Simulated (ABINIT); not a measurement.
# AlAs (F-43m): changed settings of a GW run in ABINIT

A base run on AlAs (F-43m), then changed inputs.

Method: PBE and many-body steps on it, plane waves, in ABINIT 10.8.3.

This is a report of a sequence of runs, with most program output left out.

## 1. The starting structure

The structure is cubic, space group F-43m (No. 216). Conventional cell: a = 5.661 Å, b = 5.661 Å, c = 5.661 Å, α = 90.00°, β = 90.00°, γ = 90.00°. Nearest to Al lie 4 As at 2.45 Å. Nearest to As lie 4 Al at 2.45 Å. Farther neighbours are not listed.

The cell and positions come from the Crystallography Open Database and are kept as given unless a step says otherwise.

## 2. Screening, 4×4×4 mesh, 73 bands, screening to 136.1 eV

This step: ABINIT 10.8.3; RPA screening on PBE, plane waves, norm-conserving pseudopotentials.

The RPA dielectric matrix is built and inverted for each q.

Contents of run.abi:

```
acell 3*1.0 Angstrom
rprim 
  -0.000000000000 2.830400000000 2.830400000000
  2.830400000000 0.000000000000 2.830400000000
  2.830400000000 2.830400000000 0.000000000000
ntypat 2
znucl 13 33
natom 2
typat 1 2
xred 
  0.000000000000 0.000000000000 0.000000000000
  0.250000000000 0.250000000000 0.250000000000
pp_dirpath "pseudos"
pseudos "Al.upf, As.upf"
ecut 44
ngkpt 4 4 4
nshiftk 1
shiftk 0 0 0
kptopt 1
chksymbreak 0
istwfk *1
occopt 1
irdwfk 1
optdriver 3
nband 73
ecuteps 5
inclvkb 2
awtr 1
symchi 1
indata_prefix "in"
outdata_prefix "out"
tmpdata_prefix "tmp"
```

Command:

```console
OMP_NUM_THREADS=1 mpirun -n 8 abinit run.abi > log
```

It took 17 s on 8 MPI ranks of Intel Xeon Platinum 8259CL at 2.50GHz (Skylake/Cascade Lake), shared host; peak memory 1.4 GiB; 2.2 min of CPU time.

This step gave:

| Quantity | Value |
| --- | --- |
| ε∞ with local fields, on this mesh, along the program's q direction | 14.20 |
| the same without local fields | 15.95 |
| plasma frequency | 28.12 eV |
| plane waves in the screening matrix | 169 |

Local fields lower ε∞ by 11 %. On a Γ-centred mesh this coarse the value itself is usually too large, while a short band sum pulls it down.

## 3. Base

The self-energy is evaluated for the states that the input lists, and the levels follow from it, in one-shot runs by the linearised quasiparticle equation.

This step: G0W0 on PBE, plane waves, norm-conserving pseudopotentials.

Changes to run.abi since step 2:

```diff
@@ -23,8 +23,17 @@
 irdwfk 1
-optdriver 3
+optdriver 4
 nband 73
+gwcalctyp 0
+ecutsigx 44
+symsigma 1
+nkptgw 2
+kptgw 
+  0.0000000000 0.0000000000 0.0000000000
+  0.5000000000 0.5000000000 0.0000000000
+bdgw 
+  11 17
+  12 15
 ecuteps 5
-inclvkb 2
-awtr 1
-symchi 1
+irdscr 1
+ppmodel 1
 indata_prefix "in"
```

Run time: 6.5 s. Hardware: 8 MPI ranks; peak memory 1.1 GiB; 50 s of CPU time.

Numbers from this step:

| Item | Value |
| --- | --- |
| G0W0 gap on the points computed | 1.837 eV |
| starting gap on the mesh | 1.436 eV |
| k of the valence top | 0, 0, 0 |
| k of the conduction bottom | 0.5, 0.5, 0 |
| Z at the valence top | 0.786 |
| Z at the conduction bottom | 0.803 |
| least direct G0W0 gap on the computed points | 2.761 eV |

The gap on the mesh goes from 1.44 eV to 1.84 eV, a correction of +0.40 eV.

## 4. Exchange cutoff

Changes to run.abi since step 3:

```diff
@@ -26,3 +26,3 @@
 gwcalctyp 0
-ecutsigx 44
+ecutsigx 6.6
 symsigma 1
```

The job ended after 6.5 s (8 MPI ranks; peak memory 1.1 GiB).

Numbers from this step:

```yaml
g0w0_gap_on_the_points_computed: 1.387 eV
starting_gap_on_the_mesh: 1.436 eV
k_of_the_valence_top: 0, 0, 0
k_of_the_conduction_bottom: 0.5, 0.5, 0
z_at_the_valence_top: 0.786
z_at_the_conduction_bottom: 0.803
least_direct_g0w0_gap_on_the_computed_points: 2.871 eV
```

## 5. Broadening of the poles

Changes to run.abi since step 4:

```diff
@@ -26,3 +26,3 @@
 gwcalctyp 0
-ecutsigx 6.6
+ecutsigx 44
 symsigma 1
@@ -38,2 +38,3 @@
 ppmodel 1
+zcut 1.0 eV
 indata_prefix "in"
```

Wall time 6.7 s (8 MPI ranks); peak memory 1.1 GiB.

Numbers from this step:

```
G0W0 gap on the points computed              : 1.837 eV
starting gap on the mesh                     : 1.436 eV
k of the valence top                         : 0, 0, 0
k of the conduction bottom                   : 0.5, 0.5, 0
least direct G0W0 gap on the computed points : 2.761 eV
```

Against G0W0 in ABINIT (4×4×4 mesh, 73 bands, screening to 136.1 eV, Godby-Needs plasmon pole), the gap moves by +0.000 eV.

## 6. Smaller part of the screening matrix

Changes to run.abi since step 5:

```diff
@@ -35,6 +35,5 @@
   12 15
-ecuteps 5
+ecuteps 2.5
 irdscr 1
 ppmodel 1
-zcut 1.0 eV
 indata_prefix "in"
```

Wall time 5.2 s (8 MPI ranks); peak memory 0.47 GiB.

This step gave:

| Property | Result |
| --- | --- |
| G0W0 gap on the points computed | 1.751 eV |
| starting gap on the mesh | 1.436 eV |
| k of the valence top | 0, 0, 0 |
| k of the conduction bottom | 0.5, 0.5, 0 |
| Z at the valence top | 0.788 |
| Z at the conduction bottom | 0.803 |
| least direct G0W0 gap on the computed points | 2.717 eV |

## 7. Fewer bands in the self-energy

Changes to run.abi since step 6:

```diff
@@ -24,3 +24,3 @@
 optdriver 4
-nband 73
+nband 23
 gwcalctyp 0
@@ -35,3 +35,3 @@
   12 15
-ecuteps 2.5
+ecuteps 5
 irdscr 1
```

Elapsed: 7.3 s, on 8 MPI ranks; peak memory 1.4 GiB.

Numbers from this step:

* G0W0 gap on the points computed: 1.559 eV
* starting gap on the mesh: 1.436 eV
* k of the valence top: 0, 0, 0
* k of the conduction bottom: 0.5, 0.5, 0
* Z at the valence top: 0.798
* Z at the conduction bottom: 0.812
* least direct G0W0 gap on the computed points: 2.654 eV

## 8. No symmetry in the self-energy

Changes to run.abi since step 7:

```diff
@@ -24,6 +24,6 @@
 optdriver 4
-nband 23
+nband 73
 gwcalctyp 0
 ecutsigx 44
-symsigma 1
+symsigma 0
 nkptgw 2
```

It took 23 s on 8 MPI ranks; peak memory 1.4 GiB; 3.1 min of CPU time.

This step gave:

```yaml
g0w0_gap_on_the_points_computed: 1.837 eV
starting_gap_on_the_mesh: 1.436 eV
k_of_the_valence_top: 0, 0, 0
k_of_the_conduction_bottom: 0.5, 0.5, 0
least_direct_g0w0_gap_on_the_computed_points: 2.761 eV
```

Against G0W0 in ABINIT (4×4×4 mesh, 73 bands, screening to 136.1 eV, Godby-Needs plasmon pole), the gap moves by +0.000 eV.

## 9. Exchange cutoff of one hartree

Changes to run.abi since step 8:

```diff
@@ -26,4 +26,4 @@
 gwcalctyp 0
-ecutsigx 44
-symsigma 0
+ecutsigx 1
+symsigma 1
 nkptgw 2
```

The job ended after 4.1 s (8 MPI ranks; peak memory 0.55 GiB; 31 s of CPU time).

The run ended normally, though the input holds a fault or crude settings.

The fault put into this input: exchange cutoff of one hartree. It printed a gap of -0.02 eV, an artefact of the input.

## 10. More bands than the file holds

Changes to run.abi since step 9:

```diff
@@ -24,5 +24,5 @@
 optdriver 4
-nband 73
+nband 219
 gwcalctyp 0
-ecutsigx 1
+ecutsigx 44
 symsigma 1
```

The job ended after 2.9 s (8 MPI ranks; peak memory 0.06 GiB).

The run stopped with an error after 2.9 s.

The program's words: Number of bands stored WFK file is less than required. WFK mband: 79, self-energy nband: 219

The fault put into this input: more bands than the file holds.

## 11. Side by side

Times are wall times on 8 MPI ranks of Intel Xeon Platinum 8259CL at 2.50GHz (Skylake/Cascade Lake), shared host, good to a factor of about two. A run's time includes the screening step that it read.

```
                                 run   mesh  bands  screening cutoff (eV)  DFT gap (eV)  gap on the mesh (eV)  direct (eV)  ε∞ used  time
                                base  4×4×4     73                  136.1         1.436                 1.837        2.761    14.20  23 s
                     exchange cutoff  4×4×4     73                  136.1         1.436                 1.387        2.871    14.20  23 s
             broadening of the poles  4×4×4     73                  136.1         1.436                 1.837        2.761    14.20  23 s
smaller part of the screening matrix  4×4×4     73                     68         1.436                 1.751        2.717    14.20  22 s
      fewer bands in the self-energy  4×4×4     23                  136.1         1.436                 1.559        2.654    14.20  24 s
      no symmetry in the self-energy  4×4×4     73                  136.1         1.436                 1.837        2.761    14.20  40 s
```

## 12. Results

```json
{"base": "1.837 eV", "exchange cutoff": "1.387 eV", "broadening of the poles": "1.837 eV", "smaller part of the screening matrix": "1.751 eV", "fewer bands in the self-energy": "1.559 eV", "no symmetry in the self-energy": "1.837 eV", "known limits": "not at the basis limit; no spin-orbit coupling; coarse k mesh"}
```

What this shows: Exchange cutoff: −0.450 eV against base (keys changed: ecutsigx). Broadening of the poles: no change against base (keys changed: zcut). Smaller part of the screening matrix: −0.086 eV against base (keys changed: ecuteps). Fewer bands in the self-energy: −0.278 eV against base (keys changed: nband). No symmetry in the self-energy: no change against base (keys changed: symsigma). Bands and cutoff are finite, so the gap is not at the basis limit. The miss can reach some tenths of an eV and take either sign; the mesh is an error of its own. In the G0W0 runs levels were corrected at 2 k points alone, so a gap called «on the mesh» is the least over those, and an edge elsewhere would be missed. The 4×4×4 mesh is coarse for this cell, which bears on the long-range parts of exchange and screening. The many-body steps are scalar-relativistic: spin-orbit coupling is not in them.

[Paths, hosts, dates, memory and timing lines, banners, echoed tables and standing remarks are left out of the program output.]

[Logs are printed without paths, hosts, clocks, repeated set-up lines and the standing remarks that a program may print on its own settings, such as how far it seeks lower states.]

[Runs of the session that timed out or met a known fault of the program may be left out.]

[Hosts, paths, dates, database ids (printed as entryN), source tags and the programs' standing remarks are cut or masked in the printed files.]

[G0W0 gaps are taken among the corrected bands and points alone; a level outside them can change the order at an edge.]

[Where Ansatz stands beside ABINIT at settings called matched, ABINIT's density can come from a denser mesh and the files from another edition; pairs whose starting gaps differed by over 0.03 eV were left out, so agreement reads better than it is.]
